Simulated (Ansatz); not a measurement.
**Os, one cell by several methods**

```yaml
crystal:
  lattice:
    - [2.69715, 0.00000, 0.00000]
    - [-1.34857, 2.33580, 0.00000]
    - [0.00000, 0.00000, 4.26132]
  atoms:
    - { symbol: Os, position: [0.33333, 0.66667, 0.25000] }
    - { symbol: Os, position: [0.66667, 0.33333, 0.75000] }
```

Atom numbers follow the list: Os1, Os2.

The cell comes from COD entry 9017843, which wasn't checked; take it as a given geometry. The listed cell was then made from it by scaling, straining or moving an atom.

No spin–orbit coupling, which matters for the heavy atoms here.

All numbers are computed: DFT, LDA, PAW with Ansatz's default frozen-core files, scalar-relativistic (Ansatz 0.2.0); DFT, LDA, all-electron LAPW, scalar-relativistic (Ansatz 0.2.0).

For PAW: a Γ-centred 17×17×10 k mesh, Fermi–Dirac smearing of 0.08 eV, cutoff 420 eV, no spin polarisation; the PAW files were made with PBE, and the program remakes their frozen cores for this functional. LAPW targets a basis error of 1 meV/atom. The Ansatz runs share mesh, smearing and spin set-up. Plane-wave (PAW) pressures include the program's estimate of the Pulay term.

Stress and pressure are positive in compression.

The cell's volume is scaled by 0.96.

PAW results:

| quantity | PAW |
| --- | --- |
| pressure (GPa) | 9.67 |
| stress xx (GPa) | 9.57 |
| stress zz (GPa) | 9.88 |

Task: What does LAPW (all electrons) give for the same quantities?

Result: 
| quantity | LAPW |
| --- | --- |
| pressure (GPa) | 9.64 |
| stress xx (GPa) | 9.54 |
| stress zz (GPa) | 9.84 |
